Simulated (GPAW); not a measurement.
# MgB2 (P6/mmm) in GPAW: further runs

The runs below take MgB2 through single point, with PBE.

All numbers are computed with GPAW 26.7.0; they aren't measurements. Logs are shortened: lines on timing, memory, paths and dates and some standing lists are left out, and cuts for length are marked. The log counts tension as positive stress, the text compression.

### Step 1. The structure

It takes space group P6/mmm (No. 191, hexagonal). Conventional cell: a = 3.085 Å, b = 3.085 Å, c = 3.523 Å, α = 90.00°, β = 90.00°, γ = 120.00°. Mg (site symmetry 6/mmm) is surrounded by 12 B at 2.51 Å. B (site symmetry -6m2) has 3 B at 1.78 Å as nearest neighbours.

### Step 2. Single point, PBE

The input, run.py:

```python
from ase.dft.bandgap import bandgap
from ase.io import read, write
from ase.units import GPa
from gpaw import GPAW, PW

atoms = read('POSCAR')

calc = GPAW(mode=PW(550),
            xc='PBE',
            kpts={'size': (8, 8, 6), 'gamma': True},
            occupations={'name': 'fermi-dirac', 'width': 0.05},
            nbands=17,
            maxiter=120,
            txt='gpaw.txt')
atoms.calc = calc
energy = atoms.get_potential_energy()
forces = atoms.get_forces()
stress = atoms.get_stress()
calc.write('gs.gpw')
write('result.traj', atoms)
print(f'Energy: {energy:.6f} eV')
print('Forces (eV/A):')
print(forces.round(4))
print('Stress (GPa):', (stress / GPa).round(3))
print('Fermi level:', round(calc.get_fermi_level(), 4), 'eV')
print(f'Gap: {bandgap(calc)[0]:.4f} eV, direct: {bandgap(calc, direct=True)[0]:.4f} eV')
```

The input, POSCAR:

```
MgB2
1.0
    3.0850000000      0.0000000000      0.0000000000
   -1.5425000000      2.6716883707      0.0000000000
    0.0000000000      0.0000000000      3.5230000000
Mg B
1 2
Direct
    0.0000000000      0.0000000000      0.0000000000
    0.6666666667      0.3333333333      0.5000000000
    0.3333333333      0.6666666667      0.5000000000
```

Potentials or basis: GPAW PAW data sets (gpaw-data 1.2.1), pw.

Started as:

```sh
$ OMP_NUM_THREADS=1 python run.py
```

gpaw.txt:

```text
__  _  _
 | _ |_)|_||  |
 |__||  | ||/\| - 26.7.0

Input parameters:
  mode=PW(ecut=550.0),
  kpts=MonkhorstPack(size=(8, 8, 6), gamma=True),
  maxiter=120,
  nbands=17,
  occupations=Occupations(name='fermi-dirac', width=0.05),
  xc=XC(name='PBE')

Diagonalizing LCAO Hamiltonian
Converting LCAO to pw mode

         B  B

       Mg

Atoms  # Å, Bohr magnetons
|   | symbol |         x |        y |        z |    initial magnetic moments |
|---|--------|-----------|----------|----------|-----------------------------|
| 0 |     Mg |  0.000000 | 0.000000 | 0.000000 | ( 0.0000,  0.0000,  0.0000) |
| 1 |      B |  1.542500 | 0.890563 | 1.761500 | ( 0.0000,  0.0000,  0.0000) |
| 2 |      B | -0.000000 | 1.781126 | 1.761500 | ( 0.0000,  0.0000,  0.0000) |

Unit cell  # Å
| periodic |         x |        y |        z |  lengths |     angles |
|----------|-----------|----------|----------|----------|------------|
|      yes |  3.085000 | 0.000000 | 0.000000 | 3.085000 |  90.000000 |
|      yes | -1.542500 | 2.671688 | 0.000000 | 3.085000 |  90.000000 |
|      yes |  0.000000 | 0.000000 | 3.523000 | 3.523000 | 120.000000 |

Number of symmetries: 24
Symmetry operations  # r_c * U_cc + t_c -> r_c
|    | kind |            matrix            |
|----|------|------------------------------|
|  0 |  σ   |  1, 1, 0,  0,-1, 0,  0, 0, 1 |
|  1 |  C2  |  1, 1, 0,  0,-1, 0,  0, 0,-1 |
|  2 |  C6  |  1, 1, 0, -1, 0, 0,  0, 0, 1 |
|  3 |  S6  |  1, 1, 0, -1, 0, 0,  0, 0,-1 |
|  4 |  E   |  1, 0, 0,  0, 1, 0,  0, 0, 1 |
|  5 |  σ   |  1, 0, 0,  0, 1, 0,  0, 0,-1 |
|  6 |  σ   |  1, 0, 0, -1,-1, 0,  0, 0, 1 |
|  7 |  C2  |  1, 0, 0, -1,-1, 0,  0, 0,-1 |
|  8 |  σ   |  0, 1, 0,  1, 0, 0,  0, 0, 1 |
|  9 |  C2  |  0, 1, 0,  1, 0, 0,  0, 0,-1 |
| 10 |  C3  |  0, 1, 0, -1,-1, 0,  0, 0, 1 |
| 11 |  S3  |  0, 1, 0, -1,-1, 0,  0, 0,-1 |
| 12 |  C6  |  0,-1, 0,  1, 1, 0,  0, 0, 1 |
| 13 |  S6  |  0,-1, 0,  1, 1, 0,  0, 0,-1 |
| 14 |  σ   |  0,-1, 0, -1, 0, 0,  0, 0, 1 |
| 15 |  C2  |  0,-1, 0, -1, 0, 0,  0, 0,-1 |
| 16 |  σ   | -1, 0, 0,  1, 1, 0,  0, 0, 1 |
| 17 |  C2  | -1, 0, 0,  1, 1, 0,  0, 0,-1 |
| 18 |  C2  | -1, 0, 0,  0,-1, 0,  0, 0, 1 |
| 19 |  i   | -1, 0, 0,  0,-1, 0,  0, 0,-1 |
| 20 |  C3  | -1,-1, 0,  1, 0, 0,  0, 0, 1 |
| 21 |  S3  | -1,-1, 0,  1, 0, 0,  0, 0,-1 |
| 22 |  σ   | -1,-1, 0,  0, 1, 0,  0, 0, 1 |
| 23 |  C2  | -1,-1, 0,  0, 1, 0,  0, 0,-1 |

BZ-sampling:
  Number of BZ points: 384
  Number of IBZ points: 40

  Monkhorst-Pack size: [8, 8, 6]
  Monkhorst-Pack shift: [0.0625, 0.0625, 0.08333333333333333]

K-points  # in reciprocal-cell coordinates
|     |                                coordinates |     weight |
|-----|--------------------------------------------|------------|
|   0 | (  0.00000000,   0.00000000,   0.00000000) | 0.00260417 |
|   1 | (  0.00000000,   0.00000000,   0.16666667) | 0.00520833 |
|   2 | (  0.00000000,   0.00000000,   0.33333333) | 0.00520833 |
|   3 | (  0.00000000,   0.00000000,   0.50000000) | 0.00260417 |
|   4 | (  0.12500000,   0.00000000,   0.00000000) | 0.01562500 |
|   5 | (  0.12500000,   0.00000000,   0.16666667) | 0.03125000 |
|   6 | (  0.12500000,   0.00000000,   0.33333333) | 0.03125000 |
|   7 | (  0.12500000,   0.00000000,   0.50000000) | 0.01562500 |
|   8 | (  0.25000000,  -0.12500000,   0.00000000) | 0.01562500 |
|   9 | (  0.25000000,  -0.12500000,   0.16666667) | 0.03125000 |
| ... |                                            |            |
|  39 | (  0.50000000,   0.50000000,   0.50000000) | 0.00781250 |

Plane wave coefficients: 864
Cutoff: 550.0 eV

Spin-components: 1 (collinear spins)
Bands:           17
Projectors:      15
Spin-degeneracy: 2
Datatype:        complex128

Parallelization:
  kpt:    1
  domain: 1
  band:   1

Density:
  Valence electrons: 16.0
  Components: 1
  Grid points: [18 18 20]
  Charge: 0.0  # |e|

Potential:
  Grid points: [18 18 20]

species:
  Mg:
    name:    Magnesium
    Z:       12.0
    valence: 10
    core:    2
    charge:  0.0  # [|e|]
    compensation charges:
      type: gauss
      rc: 0.33  # [Å]
      lmax: 2
    cutoffs:
      filter: 1.86  # [Å]
      core: 0.54  # [Å]
    projectors
    | kind |    occ | energy [eV] | rcut [Å] |
    |------|--------|-------------|----------|
    |   2s |  2.000 |     -79.840 |    1.090 |
    |   3s |  2.000 |      -4.705 |    1.090 |
    |   2p |  6.000 |     -46.613 |    1.085 |
    |   3p |  0.000 |      -1.330 |    1.085 |
    |    d |        |       0.000 |    1.037 |

    Using partial waves for Mg as LCAO basis

  B:
    name:    Boron
    Z:       5.0
    valence: 3
    core:    2
    charge:  0.0  # [|e|]
    compensation charges:
      type: gauss
      rc: 0.20  # [Å]
      lmax: 2
    cutoffs:
      filter: 1.14  # [Å]
      core: 1.38  # [Å]
    projectors
    | kind |    occ | energy [eV] | rcut [Å] |
    |------|--------|-------------|----------|
    |   2s |  2.000 |      -9.443 |    0.635 |
    |   2p |  1.000 |      -3.606 |    0.635 |
    |    s |        |      17.768 |    0.635 |
    |    p |        |      23.605 |    0.635 |
    |    d |        |       0.000 |    0.635 |

    Using partial waves for B as LCAO basis

Reference energy: -6788.624023  # eV

eigensolver:
  PPCG
  Converge bands: occupied
  niter=2

density mixing:
  MSR1-Mixer
  Pratt-step length: 0.05
  Maximum mixing coefficient: 0.75
  Old densities: 10
  SVD Regularization: 0.005
  Good broyden scale: 1.0
  Trust region scale: 1.0
  Backstep threshold: 4.0
  History deletion threshold: 6.0
  Fourier metric: weight=20.0, sigma=0.015

occupation numbers:
  Fermi-Dirac:
    width: 0.0500  # eV

poisson solver:
  ecut: 4400.0  # eV

xc functional:
  name: PBE with 2 nearest neighbor stencil

convergence criteria:
- Maximum [total energy] change in last 3 cyles: 0.0005 eV / valence electron
- Maximum integral of absolute [dens]ity change: 0.0001 electrons / valence electron
- Maximum integral of absolute [eigenst]ate change: 4e-08 eV^2 / valence electron
maximum number of iterations: 120

SCF iterations
|iter     | |      energy | eigst |  dens |
|---------|-|-------------|-------|-------|
|iter:   1| |  -16.843095 | +0.04 |       |
|iter:   2| |  -16.572572 | -2.42 | -0.95 |
|iter:   3| |  -15.394052 | -1.33 | -0.99 |
|iter:   4| |  -15.393068 | -3.34 | -1.79 |
|iter:   5| |  -15.394580c| -3.82 | -2.10 |
|iter:   6| |  -15.394519c| -5.17 | -2.87 |
|iter:   7| |  -15.394504c| -5.98 | -3.39 |
|iter:   8| |  -15.394504c| -7.89c| -4.15c|

Converged in 8 steps
Energy contributions relative to reference atoms: (reference = -6788.624023)

Energy contributions:
  Kinetic:          10.308009
  Coulomb:          -6.367933
  Zero:             -0.031172
  External:          0.000000
  Xc:              -19.298348
  Entropy:          -0.010121
  Spinorbit:         0.000000
  ----------------------------
  Free energy:     -15.399565
  Extrapolated:    -15.394504

dipole moment: (-2.214990, -3.836475, -5.058937)  # |e|*Ang

Fermi level: 7.208
Eigenvalues  # (at kpt = [0.000, 0.000, 0.000])
| band index |      eig [eV] | occ [0-2] |
|------------|---------------|-----------|
|          0 |       -68.080 |     2.000 |
|          1 |       -34.852 |     2.000 |
|          2 |       -34.852 |     2.000 |
|          3 |       -34.839 |     2.000 |
|          4 |        -5.198 |     2.000 |
|          5 |         4.276 |     2.000 |
|          6 |         7.564 |     0.002 |
|          7 |         7.564 |     0.002 |
|          8 |         8.871 |     0.000 |
|          9 |        13.505 |     0.000 |
|         10 |        13.505 |     0.000 |
|         11 |        15.285 |     0.000 |
|         12 |        17.135 |     0.000 |
|         13 |        19.899 |     0.000 |
|        ... |               |           |
|         16 |        26.285 |     0.000 |

No gap
No difference between direct/indirect transitions

Forces  # eV/Ang
|        x |       y |       z |
|----------|---------|---------|
|  0.00000 | 0.00000 | 0.00000 |  # Mg   0
| -0.00000 | 0.00000 | 0.00000 |  # B    1
|  0.00000 | 0.00000 | 0.00000 |  # B    2

Stress tensor  # eV/Ang^3
|         x |         y |        z |
|-----------|-----------|----------|
|  0.005784 | -0.000000 | 0.000000 |
| -0.000000 |  0.005784 | 0.000000 |
|  0.000000 |  0.000000 | 0.009924 |

# Writing to gs.gpw (mode='')
```

Wall time 9.4 s (1 thread of Arm Neoverse V2, shared host); peak memory 0.14 GiB.

The run converged, but some of its settings lie outside the range that counts as converged, so its numbers aren't taken as properties of the crystal.

What came out:

```yaml
Free_energy: -15.3996 eV
Pressure: -1.1 GPa
Band_gap_on_the_k_mesh: none (metal or under the smearing width)
```

Caveat: the cutoff is short for stress and forces, so pressures can be off by a GPa or more.

### Step 3. Single point, PBE

Edit run.py of step 2 so:

```diff
@@ -1,3 +1,4 @@
+from ase import Atoms
 from ase.dft.bandgap import bandgap
-from ase.io import read, write
+from ase.io import write
 from ase.units import GPa
@@ -5,5 +6,12 @@
 
-atoms = read('POSCAR')
+atoms = Atoms(['Mg', 'B', 'B'],
+              cell=[[3.085, 0.0, 0.0],
+                    [-1.5425, 2.6716883707, 0.0],
+                    [0.0, 0.0, 3.523]],
+              scaled_positions=[[0.0, 0.0, 0.0],
+                                [0.6666666667, 0.3333333333, 0.5],
+                                [0.3333333333, 0.6666666667, 0.5]],
+              pbc=True)
 
-calc = GPAW(mode=PW(550),
+calc = GPAW(mode=PW(600),
             xc='PBE',
```

Potentials or basis: GPAW PAW data sets (gpaw-data 1.2.1), pw.

Started as:

```sh
$ OMP_NUM_THREADS=1 python run.py
```

It took 13 s on 1 thread of Arm Neoverse V1, shared host; peak memory 0.14 GiB.

It converged, with:

```
Free energy            : -15.4043 eV
Pressure               : -1.1 GPa
Band gap on the k mesh : none (metal or under the smearing width)
```

Stress tensor (GPa, compression positive):
```
-0.88  0.00  0.00
 0.00 -0.88  0.00
 0.00  0.00 -1.55
```

Levels at points of the mesh, in eV from the Fermi level:
```
           k point  band 5  band 6  band 7  band 8  band 9  band 10  band 11  band 12
(0.00, 0.00, 0.00)  -12.41   -2.93    0.36    0.36    1.66     6.30     6.30     8.07
(0.00, 0.00, 0.50)  -11.13   -7.41    0.73    0.73    6.63     6.63     7.94     9.84
(0.50, 0.50, 0.00)   -8.53   -7.82   -2.18    0.21    3.07     3.87     5.33     7.12
(0.50, 0.50, 0.50)   -7.56   -6.91   -3.55   -1.88   -1.29     5.69     8.79     8.90
```

Caveat: the cutoff is short for stress and forces, so pressures can be off by a GPa or more.
